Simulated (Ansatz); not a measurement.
**MgH2 (I4_1/amd) at 2 levels of theory**

One geometry, relaxed with PBE; plane waves with PAW potentials in Ansatz, scalar-relativistic. No spin polarisation. Gaps are the least over mesh and band path; pressure is positive in compression.

```
Mg H
1.0
    -1.90417    1.90417    4.73230
     1.90417   -1.90417    4.73230
     1.90417    1.90417   -4.73230
Mg H
2 4
Direct
  0.00000 0.00000 0.00000
  0.75000 0.25000 0.50000
  0.78992 0.78992 0.00000
  0.96008 0.46008 0.50000
  0.53992 0.03992 0.50000
  0.21008 0.21008 0.00000
```

```csv
level,cutoff (eV),k mesh,gap (eV),pressure (GPa)
PBE,420,8×8×8,3.51,0.0
```

**Question.** What comes out on the same cell with r2SCAN?

**Answer.**
```tsv
level	cutoff (eV)	k mesh	gap (eV)	pressure (GPa)
r2SCAN	500	8×8×8	4.08	-1.0
```

It was reached by relaxing an invented guess, and it needn't be the stable form of this composition.
